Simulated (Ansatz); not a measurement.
HfO₂: course of a relaxation

Theory: Ansatz, DFT r2SCAN, scalar-relativistic, plane waves, PAW. Settings: 500 eV cutoff, 6×6×8 k-mesh, Gaussian smearing of 0.02 eV, no spin polarisation.

What was changed: biaxial strain in the a-b plane, c and atoms relaxed: -6.0 %.

Spin–orbit coupling is left out, which can shift energies with elements as heavy as these.

Command:

```bash
ansatz run input.yaml --threads 1 --pin off --max-ram 2560MiB --backend cpu --events-out ev --progress --plain --runs-dir out
```

Input:

```yaml
crystal:
  lattice:
    - [4.5479114177, 0.0, 0.0]
    - [0.0, 4.5479114177, 0.0]
    - [0.0, 0.0, 3.3362804396]
  atoms:
    - { symbol: Hf, position: [0.0, 0.0, 0.0] }
    - { symbol: Hf, position: [0.5, 0.5, 0.5] }
    - { symbol: O, position: [0.1924245656, 0.8075754344, 0.5] }
    - { symbol: O, position: [0.3075754344, 0.3075754344, 0.0] }
    - { symbol: O, position: [0.6924245656, 0.6924245656, 0.0] }
    - { symbol: O, position: [0.8075754344, 0.1924245656, 0.5] }
basis:
  ecutwfc: 500
kpoints:
  mp_grid: { grid: [6, 6, 8] }
hamiltonian:
  xc: r2scan
scf:
  occupations: { method: gaussian, width: 0.02 }
output:
  forces: true
  stress: true
  eigenvalues: true
relax:
  adjacent_minimum: "off"
  f_tol: 0.008
  max_steps: 40
  cell: { stress_tol: 0.015, fix: [a, b, gamma] }
```

F is the free energy. Steps run on the plane waves of an earlier cell, but the last one, and at times one on the way, on a freshly chosen basis, so a repeated geometry can differ a little in energy. The held parts of the cell keep their stress, so P needn't end at zero.

Steps:

```
step F − F(1) (eV) largest force component (eV/Å) V (Å³/atom) P (GPa)
   1         0.0000                           0.247       11.501    21.03
   2        -0.0161                           0.070       11.652    16.40
   3        -0.0179                           0.001       11.617    17.44
   4        -0.0179                           0.001       11.616    17.47
   5        -0.0183                           0.001       11.616    17.46
   6        -0.0183                           0.000       11.616    17.47
   7        -0.0183                           0.000       11.616    17.47
```

Relaxed structure:

```yaml
crystal:
  lattice:
    - [4.54791, 0.00000, 0.00000]
    - [0.00000, 4.54791, 0.00000]
    - [0.00000, 0.00000, 3.36962]
  atoms:
    - { symbol: Hf, position: [0.00000, 0.00000, 0.00000] }
    - { symbol: Hf, position: [0.50000, 0.50000, 0.50000] }
    - { symbol: O, position: [0.19041, 0.80959, 0.50000] }
    - { symbol: O, position: [0.30959, 0.30959, 0.00000] }
    - { symbol: O, position: [0.69041, 0.69041, 0.00000] }
    - { symbol: O, position: [0.80959, 0.19041, 0.50000] }
```

Symmetry: P4_2/mnm, No. 136, tetragonal system. Conventional cell: a = 4.548 Å, b = 4.548 Å, c = 3.370 Å, α = 90.00°, β = 90.00°, γ = 90.00°. Around Hf (site symmetry mmm) lie 6 O at 1.99 to 2.08 Å. O (site symmetry m2m) has 3 Hf at 1.99 to 2.08 Å as nearest neighbours.

The run converged. The run took 3.9 min on 1 thread of Intel(R) Xeon(R) Processor @ 2.50GHz (Skylake/Cascade Lake) (shared host), peak memory 0.62 GiB.